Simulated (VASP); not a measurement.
# BaTe (Pm-3m) in VASP: further runs

One crystal, BaTe, is run at these levels: PBE; tasks: G0W0 quasiparticle levels, RPA correlation energy.

Everything below comes from runs of VASP 6.6.1. Logs are shortened: lines on timing, memory, paths and dates and some standing lists are left out, and cuts for length are marked.

### Step 1. The crystal as given

Symmetry: Pm-3m, No. 221, cubic system. The conventional cell has a = 4.262 Å, b = 4.262 Å, c = 4.262 Å, α = 90.00°, β = 90.00°, γ = 90.00°. Ba (site symmetry m-3m) has 8 Te at 3.69 Å as nearest neighbours. Around Te (site symmetry m-3m) lie 8 Ba at 3.69 Å.

The cell comes from a database or a generator and needn't be the stable form of this composition.

### Step 2. G0W0 quasiparticle levels, PBE

Input file POSCAR:

```
BaTe
1.0
    4.2624660000      0.0000000000      0.0000000000
    0.0000000000      4.2624660000      0.0000000000
    0.0000000000      0.0000000000      4.2624660000
Ba Te
1 1
Direct
    0.0000000000      0.0000000000      0.0000000000
    0.5000000000      0.5000000000      0.5000000000
```

Input file INCAR.step1:

```
  PREC = Accurate
  ENCUT = 500
  EDIFF = 1E-8
  ISMEAR = 0
  SIGMA = 0.01
  LREAL = F
  LASPH = T
  NELM = 100
  ALGO = Fast
  LWAVE = T
  LCHARG = F
  GGA = PE
```

Input file INCAR.step2:

```
  PREC = Accurate
  ENCUT = 500
  EDIFF = 1E-8
  ISMEAR = 0
  SIGMA = 0.01
  LREAL = F
  LASPH = T
  NELM = 1
  ALGO = Exact
  LWAVE = T
  LCHARG = F
  GGA = PE
  NBANDS = 268
  LOPTICS = T
  ISTART = 1
```

Input file INCAR.step3:

```
  PREC = Accurate
  ENCUT = 500
  EDIFF = 1E-8
  ISMEAR = 0
  SIGMA = 0.01
  LREAL = F
  LASPH = T
  ALGO = EVGW0
  LWAVE = F
  LCHARG = F
  GGA = PE
  NELMGW = 1
  NBANDS = 268
  ENCUTGW = 100
  NOMEGA = 48
  PRECFOCK = Fast
  ISTART = 1
  NBANDSGW = 16
```

Input file KPOINTS:

```
regular mesh
0
Gamma
  3 3 3
```

Potentials or basis: VASP PAW PBE potentials, release 64 (Ba_sv_GW, Te_GW).

Started as:

```sh
> cat potpaw_PBE.64/Ba_sv_GW/POTCAR potpaw_PBE.64/Te_GW/POTCAR > POTCAR
> cp INCAR.step1 INCAR
> mpirun -np 1 vasp_std > vasp.out
> cp INCAR.step2 INCAR
> mpirun -np 1 vasp_std > vasp.out
> cp INCAR.step3 INCAR
> mpirun -np 1 vasp_std > vasp.out
```

OUTCAR:

```text
PREC = Accurate
   ENCUT = 500
   EDIFF = 1E-8
   ISMEAR = 0
   LREAL = F
   LASPH = T
   GGA = PE
   NELMGW = 1
   ENCUTGW = 100
   PRECFOCK = Fast
   ISTART = 1

 ion  position               nearest neighbor table
   1  0.000  0.000  0.000-
   2  0.500  0.500  0.500-

  LATTYP: Found a simple cubic cell.
 ALAT       =     4.2624660000

  Lattice vectors:

 A1 = (   4.2624660000,   0.0000000000,   0.0000000000)
 A2 = (   0.0000000000,   4.2624660000,   0.0000000000)
 A3 = (   0.0000000000,   0.0000000000,   4.2624660000)

Analysis of symmetry for initial positions (statically):
=====================================================================
 Subroutine PRICEL returns:
 Original cell was already a primitive cell.

 Routine SETGRP: Setting up the symmetry group for a
 simple cubic supercell.

 Subroutine GETGRP returns: Found 48 space group operations
 (whereof 48 operations were pure point group operations)
 out of a pool of 48 trial point group operations.

The static configuration has the point symmetry O_h .

Analysis of symmetry for dynamics (positions and initial velocities):
=====================================================================
 Subroutine PRICEL returns:
 Original cell was already a primitive cell.

 Routine SETGRP: Setting up the symmetry group for a
 simple cubic supercell.

 Subroutine GETGRP returns: Found 48 space group operations
 (whereof 48 operations were pure point group operations)
 out of a pool of 48 trial point group operations.

The dynamic configuration has the point symmetry O_h .

 Subroutine INISYM returns: Found 48 space group operations
 (whereof 48 operations are pure point group operations),
 and found     1 'primitive' translations

----------------------------------------------------------------------------------------

                                     Primitive cell

  volume of cell :      77.4431

  direct lattice vectors                    reciprocal lattice vectors
     4.262466000  0.000000000  0.000000000     0.234605977  0.000000000  0.000000000
     0.000000000  4.262466000  0.000000000     0.000000000  0.234605977  0.000000000
     0.000000000  0.000000000  4.262466000     0.000000000  0.000000000  0.234605977

  length of vectors
     4.262466000  4.262466000  4.262466000     0.234605977  0.234605977  0.234605977

  position of ions in fractional coordinates (direct lattice)
     0.000000000  0.000000000  0.000000000
     0.500000000  0.500000000  0.500000000

  ion indices of the primitive-cell ions
   primitive index   ion index
                 1           1
                 2           2

----------------------------------------------------------------------------------------

 KPOINTS: regular mesh

Automatic generation of k-mesh.
 Grid dimensions read from file:
 generate k-points for:    3    3    3

 Generating k-lattice:

  Cartesian coordinates                     Fractional coordinates (reciprocal lattice)
     0.078201992  0.000000000  0.000000000     0.333333333  0.000000000  0.000000000
     0.000000000  0.078201992  0.000000000     0.000000000  0.333333333  0.000000000
     0.000000000  0.000000000  0.078201992     0.000000000  0.000000000  0.333333333

  Length of vectors
     0.078201992  0.078201992  0.078201992

  Shift w.r.t. Gamma in fractional coordinates (k-lattice)
     0.000000000  0.000000000  0.000000000

 Subroutine IBZKPT returns following result:
 ===========================================

 Found      4 irreducible k-points:

 Following reciprocal coordinates:
            Coordinates               Weight
  0.000000  0.000000  0.000000      1.000000
  0.333333  0.000000  0.000000      6.000000
  0.333333  0.333333  0.000000     12.000000
  0.333333  0.333333  0.333333      8.000000
   k-points           NKPTS =      4   k-points in BZ     NKDIM =     27   number of bands    NBANDS=    268
   number of dos      NEDOS =    301   number of ions     NIONS =      2
   total plane-waves  NPLWV =  32768
   dimension x,y,z NGX =    32 NGY =   32 NGZ =   32
   dimension x,y,z NGXF=    64 NGYF=   64 NGZF=   64
   ions per type =               1   1
   NGX,Y,Z   is equivalent  to a cutoff of  12.48, 12.48, 12.48 a.u.
   NGXF,Y,Z  is equivalent  to a cutoff of  24.96, 24.96, 24.96 a.u.
 SYSTEM =  unknown system
   PREC   = accura    normal or accurate (medium, high low for compatibility)
   ISTART =      1    job   : 0-new  1-cont  2-samecut
   ICHARG =      0    charge: 1-file 2-atom 10-const
   ISPIN  =      1    spin polarized calculation?
   LNONCOLLINEAR =      F non collinear calculations
   LSORBIT =      F    spin-orbit coupling
   LASPH  =      T    aspherical Exc in radial PAW
   ENCUT  =  500.0 eV  36.75 Ry    6.06 a.u.   7.77  7.77  7.77*2*pi/ulx,y,z
   NELM   =     60;   NELMIN=  2; NELMDL=  0     # of ELM steps
   EDIFF  = 0.1E-07   stopping-criterion for ELM
   LREAL  =      F    real-space projection
   EDIFFG = 0.1E-06   stopping-criterion for IOM
   NSW    =      0    number of steps for IOM
   IBRION =     -1    ionic relax: 0-MD 1-quasi-New 2-CG
   NFREE  =      0    steps in history (QN), initial steepest desc. (CG)
   ISIF   =      0    stress and relaxation
   ISYM   =      3    0-nonsym 1-usesym 2-fastsym
   POTIM  = 0.5000    time-step for ionic-motion
   TEBEG  =    0.0;   TEEND  =   0.0 temperature during run
   PSTRESS=    0.0 pullay stress
   NELECT =      16.0000    total number of electrons
   NUPDOWN=      -1.0000    fix difference up-down
   EMIN   =  10.00;   EMAX   =-10.00  energy-range for DOS
   EFERMI =   0.00;   METHOD = LEGACY
   ISMEAR =     0;   SIGMA  =   0.01  broadening in eV -4-tet -1-fermi 0-gaus
   EFERMI_NEDOS =   21; number of points for ismear=-14 and -15
   IALGO  =     38    algorithm
   IMIX   =      4    mixing-type and parameters
     AMIX     =   0.40;   BMIX     =  1.00
     AMIX_MAG =   1.60;   BMIX_MAG =  1.00
  volume/ion in A,a.u.               =      38.72       261.31
  Fermi-wavevector in a.u.,A,eV,Ry     =   0.967804  1.828884 12.743813  0.936644
  Thomas-Fermi vector in A             =   2.097720
   LORBIT       =      0    0 simple, 1 ext, 2 COOP (PROOUT), +10 PAW based schemes
   GGA     = PE    functional components
   LHFCALC =     T    Hartree Fock is set to
   PRECFOCK=fast      Normal, Fast or Accurate (Low or Medium for compatibility)
   ENCUT4O =  -1.0   cutoff for four orbital integrals eV
   NKREDX  =     1    reduce k-point grid by
   NKREDY  =     1    reduce k-point grid by
   NKREDZ  =     1    reduce k-point grid by
   AEXX    =    1.0000 exact exchange contribution
   HFSCREEN=    0.0000 screening length (either q_TF or 0.3 A-1)
   HFSCREENC=   0.0000 screening length for correlation (either q_TF or 0.3 A-1)
   ENCUTFOCK=  -1.0 apply spherical cutoff to Coloumb kernel
   IVDW    =     0    specifies the selected vdW correction
   LEPSILON=     F    determine dielectric tensor
   LRPA    =     F    only Hartree local field effects (RPA)
   LRPAFORCE           =     F    calculate RPA forces
   ENCUTGW             = 100.0    cutoff for response function in eV
   ENCUTGWSOFT         =  80.0    soft cutoff for Coulomb kernel in GW response function in eV
   ENCUTLF             =  -1.0    cutoff for local field effects
   NELMGW              =     1    number of iterations in solving QP/BSE equation
   NELMHF              =     1    number of iterations in the inner HF iteration
   NKREDLFX            =     1    NKREDLFY  =   1   NKREDLFZ  =   1
 non-spin polarized calculation
 Gauss-broadening in eV      SIGMA  =   0.01
  energy-cutoff  :      500.00
  volume of cell :       77.44
 maximum number of plane-waves:      1971
 NGX is ok and might be reduce to    32
  NGX = 18; NGY = 18; NGZ = 18
   NGX = 15   NGY = 15   NGZ = 15
 maximum number of plane-waves:       179
 NGX is ok and might be reduce to    14

 QP shifts <psi_nk| G(iteration)W_0 |psi_nk>: iteration 1
 for sc-GW calculations column KS-energies equals QP-energies in previous step
 and V_xc(KS)=  KS-energies - (<T + V_ion + V_H > + <T+V_H+V_ion>^1  + <V_x>^1)

 k-point   1 :       0.0000    0.0000    0.0000
  band No.  KS-energies  QP-energies   sigma(KS)   V_xc(KS)     V^pw_x(r,r')   Z            occupation Imag(sigma)

      1     -22.9134     -23.2662     -15.7594     -15.1570     -24.3563       0.5857       2.0000       1.2638
      2      -7.9495      -8.9932     -15.3682     -13.8948     -18.9628       0.7084       2.0000       0.2795
      3      -7.9495      -8.9932     -15.3682     -13.8948     -18.9628       0.7084       2.0000       0.2795
      4      -7.9495      -8.9932     -15.3682     -13.8948     -18.9628       0.7084       2.0000       0.2795
      5      -5.1426      -5.7584     -11.8360     -10.9209     -17.0757       0.6728       2.0000       1.0983
      6       4.8020       4.1496     -11.3167     -10.4433     -12.6845       0.7469       2.0000       0.1429
      7       4.8020       4.1496     -11.3167     -10.4433     -12.6845       0.7469       2.0000       0.1429
      8       4.8020       4.1496     -11.3167     -10.4433     -12.6845       0.7469       2.0000       0.1429
      9       5.9965       6.1269      -8.0167      -8.1856      -3.9946       0.7718       0.0000      -0.1693
     10       5.9965       6.1269      -8.0167      -8.1856      -3.9946       0.7718       0.0000      -0.1693
     11       7.5760       7.8414      -8.0974      -8.4412      -4.0484       0.7718       0.0000      -0.1519
     12       9.7336      10.2069      -9.7186     -10.3574      -5.1078       0.7410       0.0000      -0.2103
     13       9.7336      10.2069      -9.7186     -10.3574      -5.1078       0.7410       0.0000      -0.2103
     14       9.7336      10.2069      -9.7186     -10.3574      -5.1078       0.7410       0.0000      -0.2103
     15      12.0280      14.9021      -8.6742     -12.6711      -2.2853       0.7191       0.0000      -0.2884
     16      12.0280      14.9021      -8.6742     -12.6711      -2.2853       0.7191       0.0000      -0.2884

 k-point   2 :       0.3333    0.0000    0.0000
  band No.  KS-energies  QP-energies   sigma(KS)   V_xc(KS)     V^pw_x(r,r')   Z            occupation Imag(sigma)

      1     -22.8940     -23.2438     -15.7726     -15.1775     -24.3658       0.5877       2.0000       1.2586
      2      -8.3723      -9.3917     -14.7461     -13.3115     -18.7144       0.7106       2.0000       0.4076
      3      -7.9120      -8.9541     -15.4065     -13.9401     -18.9741       0.7106       2.0000       0.2672
      4      -7.9120      -8.9541     -15.4065     -13.9401     -18.9741       0.7106       2.0000       0.2672
      5      -4.5910      -5.1958     -12.4134     -11.5369     -17.2236       0.6899       2.0000       0.9415
      6       2.3497       1.5989     -10.2342      -9.2091     -12.0749       0.7325       2.0000       0.2184
      7       4.4562       3.7989     -11.0620     -10.1818     -12.4018       0.7468       2.0000       0.1427
      8       4.4562       3.7989     -11.0620     -10.1818     -12.4018       0.7468       2.0000       0.1427
      9       6.5272       6.7127      -8.1206      -8.3638      -3.7988       0.7628       0.0000      -0.1855
     10       8.3828       8.6864      -8.5498      -8.9519      -4.1234       0.7551       0.0000      -0.2069
     11       9.9881      10.2968      -8.9434      -9.3505      -4.5091       0.7582       0.0000      -0.2400
     12      10.0107      10.5056      -9.8601     -10.5336      -5.0097       0.7349       0.0000      -0.2387
     13      10.0735      10.8576      -7.9370      -8.9707      -3.2016       0.7586       0.0000      -0.2181
     14      10.1627      10.7169      -9.6218     -10.3680      -4.9107       0.7426       0.0000      -0.2330
     15      10.1627      10.7169      -9.6218     -10.3680      -4.9107       0.7426       0.0000      -0.2330
     16      12.0645      14.2426      -9.1087     -12.1194      -3.2048       0.7234       0.0000      -0.2932

 k-point   3 :       0.3333    0.3333    0.0000
  band No.  KS-energies  QP-energies   sigma(KS)   V_xc(KS)     V^pw_x(r,r')   Z            occupation Imag(sigma)

      1     -22.8754     -23.2257     -15.7894     -15.1968     -24.3745       0.5913       2.0000       1.2545
      2      -8.2790      -9.3163     -14.9242     -13.4616     -18.7518       0.7092       2.0000       0.3575
      3      -8.2126      -9.2787     -15.0984     -13.5990     -18.7840       0.7111       2.0000       0.3128
      4      -7.8821      -8.9261     -15.4393     -13.9751     -18.9918       0.7130       2.0000       0.2617
      5      -4.5449      -5.1354     -12.2838     -11.4270     -17.1768       0.6891       2.0000       0.9654
      6       2.8116       2.0728     -10.4682      -9.4637     -12.1972       0.7355       2.0000       0.1946
      7       3.3798       2.6467     -10.8999      -9.9140     -12.5679       0.7436       2.0000       0.1736
      8       4.7714       4.1401     -11.1552     -10.3111     -12.3978       0.7480       2.0000       0.1355
      9       6.9003       7.0773      -8.3512      -8.5829      -4.1947       0.7640       0.0000      -0.1737
     10       8.1537       8.4804      -8.7163      -9.1448      -4.5599       0.7625       0.0000      -0.1694
     11       8.4029       8.7505      -9.0829      -9.5426      -4.8500       0.7563       0.0000      -0.1758
     12       9.3745       9.8141      -9.4700     -10.0576      -4.9997       0.7481       0.0000      -0.2010
     13       9.4652       9.9774      -8.9967      -9.6871      -4.0982       0.7418       0.0000      -0.2732
     14      10.4163      11.2038      -8.5560      -9.6081      -3.5535       0.7485       0.0000      -0.2603
     15      12.1374      14.4155      -8.8541     -11.9914      -2.9304       0.7261       0.0000      -0.2841
     16      12.1833      14.9918      -8.7666     -12.6857      -2.4769       0.7166       0.0000      -0.2789

 k-point   4 :       0.3333    0.3333    0.3333
  band No.  KS-energies  QP-energies   sigma(KS)   V_xc(KS)     V^pw_x(r,r')   Z            occupation Imag(sigma)

      1     -22.8574     -23.2094     -15.8084     -15.2151     -24.3833       0.5933       2.0000       1.2500
      2      -8.2046      -9.2556     -15.0644     -13.5834     -18.7858       0.7097       2.0000       0.3196
      3      -8.1583      -9.2144     -15.1537     -13.6718     -18.7895       0.7126       2.0000       0.2839
      4      -8.1583      -9.2144     -15.1537     -13.6718     -18.7895       0.7126       2.0000       0.2839
      5      -4.4201      -4.9927     -12.2299     -11.3986     -17.1356       0.6889       2.0000       0.9633
      6       2.8448       2.1016     -10.5394      -9.5285     -12.2973       0.7352       2.0000       0.1924
      7       2.8448       2.1016     -10.5394      -9.5285     -12.2973       0.7352       2.0000       0.1924
      8       3.3038       2.5915     -10.7987      -9.8326     -12.4304       0.7373       2.0000       0.1740
      9       7.9329       8.1884      -8.5804      -8.9144      -4.4881       0.7651       0.0000      -0.1649
     10       8.4643       8.7361      -8.6216      -8.9837      -4.1917       0.7506       0.0000      -0.2090
     11       8.4643       8.7361      -8.6216      -8.9837      -4.1917       0.7506       0.0000      -0.2090
     12      10.6691      11.3509      -9.1435     -10.0557      -4.2768       0.7474       0.0000      -0.2629
     13      10.6946      11.3059     -10.0021     -10.8298      -5.1267       0.7385       0.0000      -0.2796
     14      10.6946      11.3059     -10.0021     -10.8298      -5.1267       0.7385       0.0000      -0.2796
     15      12.5479      15.6600      -9.0540     -13.4366      -2.5552       0.7101       0.0000      -0.2909
     16      12.5479      15.6600      -9.0540     -13.4366      -2.5552       0.7101       0.0000      -0.2909
```

Run time: 2 min. Hardware: 1 thread of Intel Xeon 6975P-C (Granite Rapids), shared host; peak memory 0.71 GiB.

Results:

| Property | Result |
| --- | --- |
| Band gap on the k mesh, mean-field level | 1.19 eV, direct |
| Quasiparticle gap | 1.98 eV |
| Least direct quasiparticle gap | 1.98 eV |

Caveat: the k mesh is coarse (spacing up to 0.49 Å⁻¹), so the values aren't converged; bands, screening cutoff and mesh are small and nothing is extrapolated, so the quasiparticle values aren't converged; spin-orbit coupling is left out, which moves the levels of the heavy elements.

[end of part 1 of 2]
